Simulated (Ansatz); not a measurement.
Input, command and steps of an Ansatz relaxation.

```yaml
crystal:
  lattice:
    - [0.0, 3.2145, 3.2145]
    - [3.2145, 0.0, 3.2145]
    - [3.2145, 3.2145, 0.0]
  atoms:
    - { symbol: Hg, position: [0.0, 0.0, 0.0] }
    - { symbol: Te, position: [0.25, 0.25, 0.25] }
basis:
  ecutwfc: 420
kpoints:
  mp_grid: { grid: [12, 12, 12] }
hamiltonian:
  xc: pbesol
scf:
  occupations: { method: gaussian, width: 0.1 }
output:
  forces: true
  stress: true
  eigenvalues: true
  write_density: true
  write_potential: true
  elf: true
  volumetric_format: npy
relax:
  adjacent_minimum: "off"
  f_tol: 0.005
  max_steps: 80
  cell: { stress_tol: 0.05 }
```

```bash
ansatz run input.yaml --threads 1 --pin off --max-ram 2560MiB --backend cpu --events-out ev --progress --plain --runs-dir out
```

Theory: Ansatz 0.2.0, DFT PBEsol, scalar-relativistic, plane waves, PAW.

Of 5 frames 5 are shown, positions in Å and forces in eV/Å; the SCF threshold varies from step to step. Steps run on the plane waves of an earlier cell, with a Pulay correction in the pressure. The basis is chosen afresh for the last frame, the zero of the energies, and at times for earlier ones too; energy and pressure step there, also at an unchanged geometry.

```xyz
2
Lattice="0.0000 3.2145 3.2145 3.2145 0.0000 3.2145 3.2145 3.2145 0.0000" Properties=species:S:1:pos:R:3:forces:R:3 pbc="T T T" step=1 free_energy_over_end_meV_per_atom=6.55 pressure_GPa=1.73
Hg    0.0000    0.0000    0.0000    0.0000    0.0000    0.0000
Te    1.6073    1.6073    1.6073    0.0000    0.0000    0.0000
2
Lattice="0.0000 3.2797 3.2797 3.2797 0.0000 3.2797 3.2797 3.2797 0.0000" Properties=species:S:1:pos:R:3:forces:R:3 pbc="T T T" step=2 free_energy_over_end_meV_per_atom=2.69 pressure_GPa=-0.90
Hg    0.0000    0.0000    0.0000    0.0000    0.0000    0.0000
Te    1.6399    1.6399    1.6399    0.0000    0.0000    0.0000
2
Lattice="0.0000 3.2567 3.2567 3.2567 0.0000 3.2567 3.2567 3.2567 0.0000" Properties=species:S:1:pos:R:3:forces:R:3 pbc="T T T" step=3 free_energy_over_end_meV_per_atom=0.26 pressure_GPa=-0.07
Hg    0.0000    0.0000    0.0000    0.0000    0.0000    0.0000
Te    1.6284    1.6284    1.6284    0.0000    0.0000    0.0000
2
Lattice="0.0000 3.2547 3.2547 3.2547 0.0000 3.2547 3.2547 3.2547 0.0000" Properties=species:S:1:pos:R:3:forces:R:3 pbc="T T T" step=4 free_energy_over_end_meV_per_atom=0.23 pressure_GPa=0.00
Hg    0.0000    0.0000    0.0000    0.0000    0.0000    0.0000
Te    1.6274    1.6274    1.6274    0.0000    0.0000    0.0000
2
Lattice="0.0000 3.2547 3.2547 3.2547 0.0000 3.2547 3.2547 3.2547 0.0000" Properties=species:S:1:pos:R:3:forces:R:3 pbc="T T T" step=5 free_energy_over_end_meV_per_atom=0.00 pressure_GPa=0.00
Hg    0.0000    0.0000    0.0000    0.0000    0.0000    0.0000
Te    1.6274    1.6274    1.6274    0.0000    0.0000    0.0000
```

Time: 57 s on 1 thread of Arm Neoverse V2 (shared host), peak memory 0.42 GiB.

Spin–orbit coupling is left out, which can shift energies with elements as heavy as these.